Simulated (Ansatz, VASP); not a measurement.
**CdTe: VASP beside Ansatz**

Aim: how closely do two programs agree when they are given the same cell, functional and k mesh? Other levels of theory on this material are compared in a session of their own.

Program: Ansatz 0.2.0. Level of theory: plane waves, with VASP 6.6.1 beside it; single point at r2SCAN, spin-orbit coupling. Results are calculated unless marked as measured.

## 1. The starting structure

It takes space group F-43m (No. 216, cubic). Conventional cell: a = 6.480 Å, b = 6.480 Å, c = 6.480 Å, α = 90.00°, β = 90.00°, γ = 90.00°. Cd has 4 Te at 2.81 Å nearest. Nearest to Te lie 4 Cd at 2.81 Å. Farther neighbours and most contacts between anions are not listed.

## 2. Ansatz: single point, r2SCAN, spin-orbit coupling

Ansatz runs on its fully relativistic PAW (standard-fr) files.

A single point gives forces, pressure and levels at one fixed geometry, so differences don't come from the geometry; what else differs is listed under the comparison.

The input, input.yaml:

```yaml
crystal:
  lattice:
    - [0.0, 3.24, 3.24]
    - [3.24, 0.0, 3.24]
    - [3.24, 3.24, 0.0]
  atoms:
    - { symbol: Cd, position: [0.0, 0.0, 0.0] }
    - { symbol: Te, position: [0.25, 0.25, 0.25] }
hamiltonian:
  xc: r2scan
  pseudopotentials: { kind: paw_fr }
magnetization:
  noncollinear: true
  spin_orbit: true
kpoints:
  mp_grid: { grid: [6, 6, 6] }
scf:
  occupations: { method: tetrahedron }
output:
  forces: true
  stress: true
```

Launch:

```
> ansatz run input.yaml --threads 2 --pin off --max-ram 4608MiB --backend cpu --events-out ev --progress --plain --runs-dir out
```

Numbers of over 12 decimals in the logs are rounded to 6 here.

Log:

```text
Warning: output.forces, output.stress, relax.cell or npt_langevin: where a Kohn–Sham band that disperses or a degenerate level is filled in part under the method tetrahedron, the forces or the stress that this run publishes need not agree with its energy (scf.occupations.method in the input reference, under Limitations); prefer a smearing scheme for the forces or the stress
Engine: ansatz 0.2.0, aarch64-unknown-linux-gnu
Pseudopotentials: kind: paw_fr
Pseudopotential: Cd, paw_fr, valence charge 20, recommended cutoff 500 eV (meta_gga), Cd.paw.azcp#standard-fr
Pseudopotential: Te, paw_fr, valence charge 16, recommended cutoff 500 eV (meta_gga), Te.paw.azcp#standard-fr
Functional definition: r2SCAN
  parameter k0 = 0.174
  parameter k1 = 0.065
  parameter a1 = 4.9479
  exchange = r2scan_x(k0 = k0, k1 = k1, a1 = a1)
  correlation = r2scan_c
non-collinear run that drives no moment, with spin-orbit: no starting moment large enough to seed its density (crystal.atoms[].spin), no starting occupations that ask for one, no magnetisation constraint and no magnetic field, so the semilocal B_xc is pinned to zero
Crystal: 2 atoms, lattice volume = 68.024 Å³
Basis set: ecut = 500 eV, 1759 PW (Γ), exchange–correlation on 144×144×144 points (64 copies of the dense FFT grid, shifted against one another)
Bands: 44, of which v1, the nominal top of the filled ones, is band 36 counted from 1 (35 counted from 0)
Symmetry: 24 space group operations + 24 with time reversal
Magnetic group: BNS 216.75 (UNI 1577), of the structure as read, at distance tolerance 4.1e-5 Å
k-points: 16 of 216 (time reversal used)
Projection manifold: j_resolved (fully-relativistic pseudo-atomic orbitals)
Non-local potential: Cd, projectors of the file, l = 0: 3, l = 1: 4, l = 2: 4, l = 3: 2
Non-local potential: Te, projectors of the file, l = 0: 2, l = 1: 4, l = 2: 4, l = 3: 4
PAW form: soft (Blöchl's): semilocal exchange-correlation on the pseudo side does not see the compensation charge
PAW frozen core: Cd, regenerated for the run's functional (the file was generated under x = pbe(κ = 0.804, μ = 0.219515), c = pbe(β = 0.066725))
PAW frozen core: Te, regenerated for the run's functional (the file was generated under x = pbe(κ = 0.804, μ = 0.219515), c = pbe(β = 0.066725))
PAW one-centre angular grid: Cd, 590 points (default); XC on 224 Gauss nodes
PAW one-centre angular grid: Te, 590 points (default); XC on 224 Gauss nodes
Initial density: superposition of atomic densities (chi_scale 0.1, normalization cell, long waves kept (reshape's long-wave potential 0.00 eV rms))
Initial wavefunctions: pseudopotential atomic-orbital guess
Functional: x = r2scan, c = r2scan; τ floored in thin density (d = 2e-4 eV/Å³)
iter 1 solved again at ethr=7.48e-4 eV; its pass at ethr=3.10e-3 eV (dr2=2.69e-1 eV) is discarded
SCF iter   1: F=—  HF=-15244.608013 eV  |F-HF|=—  |Δ(HF+E_count)|=         —  Δρ=2.42e-2  dr2=2.70e-1  dr2_τ=1.65e-3  dr2_m=0.00e0 (ungated)  ethr=7.48e-4  |M|=0.00e0 ∫|m|=0.00e0 μB  |m|>n=0.0e0 m-floor=0.0e0 τ_xc=0.0e0  β_m=0.30  ⟨swp⟩=1.4  Hψ=4603  notcnv=0
preconditioner: auto → none  [insulator: Δε(μ)=0.824 eV  Ē_g=12.250 eV  n_scr=14 (ndim 8)  ℏωp=19.1 eV  f_vac=0.156  ε∞_Penn≈3.4]
SCF iter   2: F=—  HF=-15244.625121 eV  |F-HF|=—  |Δ(HF+E_count)|=   1.71e-2  Δρ=1.44e-2  dr2=9.10e-2  dr2_τ=1.87e-3  dr2_m=0.00e0 (ungated)  ethr=7.48e-4  |M|=0.00e0 ∫|m|=0.00e0 μB  |m|>n=0.0e0 m-floor=0.0e0 τ_xc=0.0e0  β_m=0.47  ⟨swp⟩=3.8  Hψ=1156  notcnv=0
SCF iter   3: F=—  HF=-15244.647028 eV  |F-HF|=—  |Δ(HF+E_count)|=   2.19e-2  Δρ=4.62e-3  dr2=8.39e-3  dr2_τ=1.40e-4  dr2_m=0.00e0 (ungated)  ethr=2.53e-4  |M|=0.00e0 ∫|m|=0.00e0 μB  |m|>n=0.0e0 m-floor=0.0e0 τ_xc=0.0e0  β_m=0.52  ⟨swp⟩=3.0  Hψ=1330  notcnv=0  defer=38
SCF iter   4: F=—  HF=-15244.650501 eV  |F-HF|=—  |Δ(HF+E_count)|=   3.47e-3  Δρ=7.67e-4  dr2=1.58e-4  dr2_τ=3.81e-6  dr2_m=0.00e0 (ungated)  ethr=2.33e-5  |M|=0.00e0 ∫|m|=0.00e0 μB  |m|>n=0.0e0 m-floor=0.0e0 τ_xc=0.0e0  β_m=0.64  ⟨swp⟩=3.2  Hψ=1199  notcnv=0  defer=38
SCF iter   5: F=—  HF=-15244.650602 eV  |F-HF|=—  |Δ(HF+E_count)|=   1.02e-4  Δρ=1.59e-4  dr2=1.08e-5  dr2_τ=9.52e-8  dr2_m=0.00e0 (ungated)  ethr=4.39e-7  |M|=0.00e0 ∫|m|=0.00e0 μB  |m|>n=0.0e0 m-floor=0.0e0 τ_xc=0.0e0  β_m=0.59  ⟨swp⟩=3.0  Hψ=1130  notcnv=0  defer=38
SCF iter   6: F=—  HF=-15244.650584 eV  |F-HF|=—  |Δ(HF+E_count)|=   1.79e-5  Δρ=3.78e-5  dr2=3.89e-7  dr2_τ=8.70e-9  dr2_m=0.00e0 (ungated)  ethr=3.00e-8  |M|=0.00e0 ∫|m|=0.00e0 μB  |m|>n=0.0e0 m-floor=0.0e0 τ_xc=0.0e0  β_m=0.80  ⟨swp⟩=3.0  Hψ=1290  notcnv=0  defer=38
SCF iter   7: F=-15244.650585 eV  HF=-15244.650585 eV  |F-HF|=5.61e-9  |Δ(HF+E_count)|=   4.09e-7  Δρ=5.97e-6  dr2=1.51e-8  dr2_τ=3.31e-10  dr2_m=0.00e0 (ungated)  ethr=2.78e-10  |M|=0.00e0 ∫|m|=0.00e0 μB  |m|>n=0.0e0 m-floor=0.0e0 τ_xc=0.0e0  ⟨swp⟩=7.2  Hψ=2649  notcnv=0
SCF 1 converged in 7 iterations: F = -15244.650585 eV  dr2 = 1.51e-8
  greatest PAW one-centre occupation: 1.001 electrons in one spin orbital (limit 2), on the Cd atom at site 0 (counted from 0), in its partial waves of l = 0
SCF converged after 7 iterations
Stability not checked: this state was not tested for a lower state beside it, because cold or Methfessel-Paxton smearing, or corrected tetrahedra, fill the levels in a way that the test cannot read (fill_not_monotonic; see scf.lower_state_search)
Magnetization: |M| = 0.0000 μB,  M = (+0.0000, +0.0000, +0.0000) μB
Absolute magnetization: 0.0000 μB (∫|m|)
  site 0: m = (+0.0000, +0.0000, +0.0000) μB, |m| = 0.0000 μB  (R = 1.16 Å)
  site 1: m = (+0.0000, +0.0000, +0.0000) μB, |m| = 0.0000 μB  (R = 1.16 Å)
Free energy (F): -15244.650585 eV
Harris-Foulkes:  -15244.650585 eV  (|F-HF|=5.61e-9)
Internal energy: -15244.650585 eV  (E = F + TS)
E sigma→0 (E₀):  -15244.650585 eV
Fermi energy:    7.486537 eV
--- Per-component energies (eV) ---
  E_band       = -827.368446
  E_kinetic    = 686.383525
  E_local      = -5420.043953  (includes V_loc(G=0)·N_el)
  E_nonlocal   = -277.096770
  E_hartree    = 2734.863351
  E_xc         = -283.886589
  E_vxc        = -358.177579  (∫ρ·V_xc dr)
  E_paw        = -8772.578086  (= ΣΔE_a)
  E_vpaw       = -952.424505  (= ΣTr[D̂ρ^β])
  E_aug_tail   = -0.000032  (compensation charges beyond the density's cutoff)
  E_vtau       = 24.266917  (kinetic-family band-sum trace: ∫τ·v_τ [+ j·A + Jᵃ·Aᵃ] dr)
  E_ewald      = -3912.024287
  E_core_change = -0.267743  (= ΣΔE_core)
  E_smearing   = -0.000000  (= −TS)
  E_closure    = -0.000000  (closes the sum)
  Σ components = -15244.650585   (vs F -15244.650585, Δ=0.00e0)
--- Forces (eV/Å), atoms counted from 1 ---
  atom   1  Cd     0.00000000     0.00000000    -0.00000000
  atom   2  Te    -0.00000000     0.00000000    -0.00000000
  max |Σ_I F_I| component: 1.12e-16 eV/Å
--- Stress (GPa, compression-positive) ---
        1.573642       0.000000      -0.000000
        0.000000       1.573642       0.000000
       -0.000000       0.000000       1.573642
  P = ⅓ Tr σ = 1.5736 GPa (15.736 kbar)
--- Band table (eV; the first three rows and the last of 16) ---
  k-point 0: bands = [... 32 lower, 7.4865, 7.4865, 7.4865, 7.4865, 8.5041, 8.5041, 12.0373, 12.0373, ... 4 higher]
  k-point 1: bands = [... 32 lower, 6.7516, 6.7516, 7.2395, 7.2570, 9.5234, 9.5234, 12.3342, 12.3342, ... 4 higher]
  k-point 2: bands = [... 32 lower, 6.3323, 6.3323, 6.8414, 6.8573, 9.5811, 9.5811, 12.7879, 12.7879, ... 4 higher]
  k-point 15: bands = [... 32 lower, 4.6729, 5.0190, 5.1360, 5.1539, 11.1455, 11.3308, 11.3316, 11.4158, ... 4 higher]
```

Elapsed: 24 s, on 2 threads of Arm Neoverse N1, shared host; peak memory 0.74 GiB; 47 s of CPU time.

In the SCF lines HF is the Harris–Foulkes energy and dr2 the Hartree energy of the density residual, in eV; the loop may stop once dr2 is under the threshold and the program's other checks hold. Hψ counts applications of the Hamiltonian.

The run ends at a pressure of 1.57 GPa.

## 3. VASP: single point, r2SCAN, spin-orbit coupling

The same cell, functional, mesh and smearing now go to VASP, with its own data sets and cutoff.

Lines of VASP's logs that name or quote its potential files are left out, and so is its time.

The input, INCAR:

```
SYSTEM = CdTe
PREC = Accurate
ENCUT = 400
EDIFF = 1E-06
NELM = 100
ISMEAR = -5
SIGMA = 0.05
LREAL = .FALSE.
ALGO = Normal
METAGGA = R2SCAN
LASPH = .TRUE.
LNONCOLLINEAR = .TRUE.
MAGMOM = 0 0 0 0 0 0
NBANDS = 30
GGA_COMPAT = .FALSE.
LSORBIT = .TRUE.
LORBIT = 11
LWAVE = .FALSE.
LCHARG = .FALSE.
KPAR = 2
NEDOS = 2001
```

The input, POSCAR:

```
CdTe
1.0
    0.0000000000      3.2400000000      3.2400000000
    3.2400000000      0.0000000000      3.2400000000
    3.2400000000      3.2400000000      0.0000000000
Cd Te
1 1
Direct
    0.0000000000      0.0000000000      0.0000000000
    0.2500000000      0.2500000000      0.2500000000
```

The input, KPOINTS:

```
Automatic mesh
0
Gamma
6 6 6
0 0 0
```

The projector-augmented-wave data sets are Cd and Te (PBE family, release 64).

Launch:

```
> mpirun -np 2 vasp_ncl
```

Log:

```text
[banner, memory and clock lines left out]
running    2 mpi-ranks, on    1 nodes
 distrk:  each k-point on    1 cores,    2 groups
 distr:  one band on    1 cores,    1 groups

 POSCAR found type information on POSCAR CdTe
 POSCAR found :  2 types and       2 ions
|                                                                             |
|               ----> ADVICE to this user running VASP <----                  |
|                                                                             |
|     You enforced a specific xc type in the INCAR file but a different       |
|     [... a line on the potential file left out ...]
|     I HOPE YOU KNOW WHAT YOU ARE DOING!                                     |
|                                                                             |

 LDA part: xc-table for (None), standard interpolation
 POSCAR, INCAR and KPOINTS ok, starting setup
 FFT: planning ... GRIDC
 FFT: planning ... GRID_SOFT
 FFT: planning ... GRID
 WAVECAR not read
 entering main loop
       N       E                     dE             d eps       ncg     rms          rms(c)
DAV:   1     0.510357598871E+02    0.51036E+02   -0.71185E+03  1368   0.867E+02
DAV:   2    -0.468695185717E+02   -0.97905E+02   -0.94704E+02  1478   0.243E+02
DAV:   3    -0.512723643775E+02   -0.44028E+01   -0.43792E+01  1554   0.524E+01
DAV:   4    -0.513181253734E+02   -0.45761E-01   -0.45752E-01  1606   0.483E+00
DAV:   5    -0.513186321047E+02   -0.50673E-03   -0.50672E-03  1550   0.493E-01    0.614E+00
DAV:   6    -0.467588873475E+02    0.45597E+01   -0.29220E+00  1380   0.226E+01    0.710E+00
DAV:   7    -0.467308336150E+02    0.28054E-01   -0.14292E-01  1464   0.416E+00    0.466E+00
DAV:   8    -0.467405001500E+02   -0.96665E-02   -0.84126E-02  1422   0.314E+00    0.125E+00
DAV:   9    -0.467427517916E+02   -0.22516E-02   -0.33767E-03  1560   0.511E-01    0.512E-01
DAV:  10    -0.467430710728E+02   -0.31928E-03   -0.13220E-03  1454   0.348E-01    0.219E-01
DAV:  11    -0.467429557231E+02    0.11535E-03   -0.47920E-04  1470   0.214E-01    0.583E-02
DAV:  12    -0.467429573870E+02   -0.16639E-05   -0.29487E-05  1496   0.654E-02    0.404E-02
DAV:  13    -0.467429591665E+02   -0.17795E-05   -0.91241E-06  1520   0.337E-02    0.290E-02
DAV:  14    -0.467429630269E+02   -0.38604E-05   -0.99360E-06  1398   0.353E-02    0.174E-02
DAV:  15    -0.467429615725E+02    0.14544E-05   -0.34350E-06  1518   0.266E-02    0.626E-03
DAV:  16    -0.467429616013E+02   -0.28750E-07   -0.13735E-07   804   0.262E-03
   1 F= -.46742962E+02 E0= -.46742962E+02  d E =0.000000E+00  mag=    -0.0000     0.0000    -0.0000
```

From OUTCAR (step 3):

```text
ion  position               nearest neighbor table
   1  0.000  0.000  0.000-   2 2.81   2 2.81   2 2.81   2 2.81
   2  0.250  0.250  0.250-   1 2.81   1 2.81   1 2.81   1 2.81

  LATTYP: Found a face centered cubic cell.
 ALAT       =     6.4800000000

 Subroutine GETGRP returns: Found 24 space group operations
 (whereof 24 operations were pure point group operations)

The static configuration has the point symmetry T_d .

 Found     22 irreducible k-points:

   k-points           NKPTS =     22   k-points in BZ     NKDIM =     22   number of bands    NBANDS=     30

   dimension x,y,z NGX =    30 NGY =   30 NGZ =   30
   dimension x,y,z NGXF=    60 NGYF=   60 NGZF=   60

   ENCUT  =  400.0 eV  29.40 Ry    5.42 a.u.   7.47  7.47  7.47*2*pi/ulx,y,z

   NELECT =      18.0000    total number of electrons

 k-points in reciprocal lattice and weights: Automatic mesh
   0.00000000  0.00000000  0.00000000       0.005
   0.16666667  0.00000000  0.00000000       0.019
  -0.16666667  0.00000000  0.00000000       0.019
   0.33333333  0.00000000  0.00000000       0.019
  -0.33333333  0.00000000  0.00000000       0.019
   0.50000000  0.00000000  0.00000000       0.019
   0.16666667  0.16666667  0.00000000       0.028
   0.33333333  0.16666667  0.00000000       0.056
  -0.33333333 -0.16666667  0.00000000       0.056
[...]
-0.33333333  0.33333333  0.16666667       0.111
  -0.33333333  0.50000000  0.16666667       0.056

 average (electrostatic) potential at core
       1 -44.6058       2 -96.2862

 E-fermi :   2.3836

 k-point     1 :       0.0000    0.0000    0.0000
  band No.  band energies     occupation
    ...
     14       1.5595      1.00000
     15       2.3741      1.00000
     16       2.3741      1.00000
     17       2.3741      1.00000
     18       2.3741      1.00000
     19       3.3808      0.00000
     20       3.3808      0.00000
     21       6.9133      0.00000
     22       6.9133      0.00000
     23       7.2360      0.00000
    ...

 k-point     2 :       0.1667    0.0000    0.0000
  band No.  band energies     occupation
    ...
     14       0.3589      1.00000
     15       1.6488      1.00000
     16       1.6488      1.00000
     17       2.1252      1.00000
     18       2.1430      1.00000
     19       4.4050      0.00000
     20       4.4050      0.00000
     21       7.2180      0.00000
     22       7.2180      0.00000
     23       7.3912      0.00000
    ...

 k-point     3 :      -0.1667    0.0000    0.0000
  band No.  band energies     occupation
    ...
     14       0.3589      1.00000
     15       1.6488      1.00000
     16       1.6488      1.00000
     17       2.1252      1.00000
     18       2.1430      1.00000
     19       4.4050      0.00000
     20       4.4050      0.00000
     21       7.2180      0.00000
     22       7.2180      0.00000
     23       7.3912      0.00000
    ...

  Total        0.5975121      0.5975121      0.5975121      0.0000000     -0.0000000     -0.0000000
  in kB       14.0731806     14.0731806     14.0731806      0.0000000     -0.0000000     -0.0000000
  external PRESSURE =      14.0731806 kB  Pullay stress =       0.0000000 kB

  energy-cutoff  :      400.00
  volume of cell :       68.02
      direct lattice vectors                 reciprocal lattice vectors
     0.000000000  3.240000000  3.240000000    -0.154320988  0.154320988  0.154320988
     3.240000000  0.000000000  3.240000000     0.154320988 -0.154320988  0.154320988
     3.240000000  3.240000000  0.000000000     0.154320988  0.154320988 -0.154320988

 POSITION                                       TOTAL-FORCE (eV/Angst)
 -----------------------------------------------------------------------------------
      0.00000      0.00000      0.00000        -0.000000     -0.000000     -0.000000
      1.62000      1.62000      1.62000         0.000000      0.000000      0.000000
 -----------------------------------------------------------------------------------
    total drift:                                0.000000      0.000000      0.000000

  FREE ENERGIE OF THE ION-ELECTRON SYSTEM (eV)
  ---------------------------------------------------
  free  energy   TOTEN  =       -46.7429616013 eV

  energy  without entropy=      -46.7429616013  energy(sigma->0) =      -46.74296160

 Spin-Orbit-Coupling matrix elements
 Ion:    1  E_soc:     -0.0581722
 Ion:    2  E_soc:     -0.1792169

 total charge
# of ion       s       p       d       tot
------------------------------------------
    1        0.451   0.315   9.544  10.310
    2        1.351   2.113   0.021   3.485
--------------------------------------------------
tot          1.802   2.427   9.565  13.795

 magnetization (x)
# of ion       s       p       d       tot
------------------------------------------
    1        0.000  -0.000   0.000  -0.000
    2        0.000   0.000  -0.000   0.000
--------------------------------------------------
tot          0.000  -0.000  -0.000  -0.000

 magnetization (y)
# of ion       s       p       d       tot
------------------------------------------
    1        0.000   0.000   0.000   0.000
    2        0.000   0.000  -0.000   0.000
--------------------------------------------------
tot          0.000   0.000  -0.000   0.000

 magnetization (z)
# of ion       s       p       d       tot
------------------------------------------
    1        0.000   0.000  -0.000   0.000
    2       -0.000  -0.000  -0.000  -0.000
--------------------------------------------------
tot          0.000   0.000  -0.000   0.000

[... 3 further parts left out ...]
```

The run ends at a pressure of 1.41 GPa.

## 4. Comparison

Known differences besides the potentials themselves: spin-orbit coupling enters by fully relativistic files in Ansatz and inside the spheres in VASP; VASP keeps PBE cores, Ansatz makes them for the functional; the data sets hold 36 valence electrons in Ansatz (fully relativistic PAW (standard-fr) files) and 18 in VASP; the cutoff is 500 eV in Ansatz and 400 eV in VASP. Total energies have different zeros and are not compared.

The two programs side by side:

| quantity | Ansatz | VASP | difference |
| --- | --- | --- | --- |
| pressure (GPa) | 1.57 | 1.41 | +0.17 |
| gap on the k mesh (eV) | 1.018 | 1.007 | +0.011 |

A gap on the mesh is an upper bound, since the band edges may lie between its points. Ansatz's pressure holds a Pulay correction of 0.04 GPa; VASP's holds none.

## 5. What came out

```
difference in gap on the k mesh (single point, r2SCAN, spin-orbit coupling) : 0.011 eV
```

What this shows: The difference in gap on the k mesh is 0.011 eV (single point, r2SCAN, spin-orbit coupling), within the 0.08 eV picked in this series as the mark of a large difference. 4 further runs of this series are not shown here. How closely two codes agree says nothing of how well the functional describes the real material.

[Lines on the potential files, build, host, timing and source positions are cut from VASP's logs without a mark.]

[Logs are printed without paths, hosts, clocks, repeated set-up lines and the standing remarks that a program may print on its own settings, such as how far it seeks lower states.]

[Hosts, paths, dates, database ids (printed as entryN), source tags and the programs' standing remarks are cut or masked in the printed files.]
